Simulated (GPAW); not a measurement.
The system is BN.

```
N B
1.0
     2.49824    0.00000    0.00000
    -1.24912    2.16354    0.00000
     0.00000    0.00000    6.63570
N B
2 2
Direct
  0.66667 0.33333 0.25000
  0.33333 0.66667 0.75000
  0.66667 0.33333 0.75000
  0.33333 0.66667 0.25000
```

Base run:

- Program: GPAW 26.7.0
- Functional: PBE
- Potentials or basis: GPAW PAW data sets (gpaw-data 1.2.1)
- Cutoff: 800 eV
- Basis: pw
- k mesh: 9 × 9 × 3
- Occupations: fermi-dirac, width 0.05 eV
- Spin: no spin polarisation

Its results: band gap on the k mesh 4.43 eV, indirect (least direct gap 4.71 eV); pressure 4.3 GPa.

Q: The run is repeated on the same cell with these changes: k mesh from 9 × 9 × 3 to 12 × 12 × 4. What comes out?

A: Band gap on the k mesh 4.29 eV, indirect (least direct gap 4.66 eV); pressure 4.3 GPa.

Caveats: this functional lacks dispersion, which binds the layers, so the pressure and a relaxed spacing across them are unreliable; the mesh misses the band edges, which the band path finds closer together (some runs).
